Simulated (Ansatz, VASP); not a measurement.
# ZrB2 in VASP and in Ansatz

```
Zr B
1.0
     3.12480    0.00000    0.00000
    -1.56240    2.70615    0.00000
     0.00000    0.00000    3.46750
Zr B
1 2
Direct
  0.00000 0.00000 0.00000
  0.33333 0.66667 0.50000
  0.66667 0.33333 0.50000
```

Alike in both runs: functional PBEsol; k mesh 18 × 18 × 12; occupations gaussian, width 0.1 eV; no spin polarisation.

Ansatz relaxed the structure, and its values are those at the end. VASP's run is a single point on that final structure, the one shown.

|  | VASP | Ansatz |
| --- | --- | --- |
| version | VASP 6.6.1 | Ansatz 0.2.0 |
| potentials or method | VASP PAW PBE potentials, release 64 (Zr_sv, B) | scalar-relativistic, plane waves, PAW |
| plane-wave cutoff (eV) | 520 | 420 |
| valence electrons in the cell | 18 | 18 |

|  | VASP | Ansatz | Ansatz less VASP |
| --- | --- | --- | --- |
| gap on the k mesh at the Fermi level (eV) | none | none | - |
| pressure (GPa) | 8.4 | 8.1 | -0.37 |

A gap of «none» marks a metal or a gap that the smearing closes. With one functional, cell and mesh, what is left measures potentials, basis and numerics.

Caveats: the PAW data sets were made with another functional, which shifts forces and pressure a little (VASP).
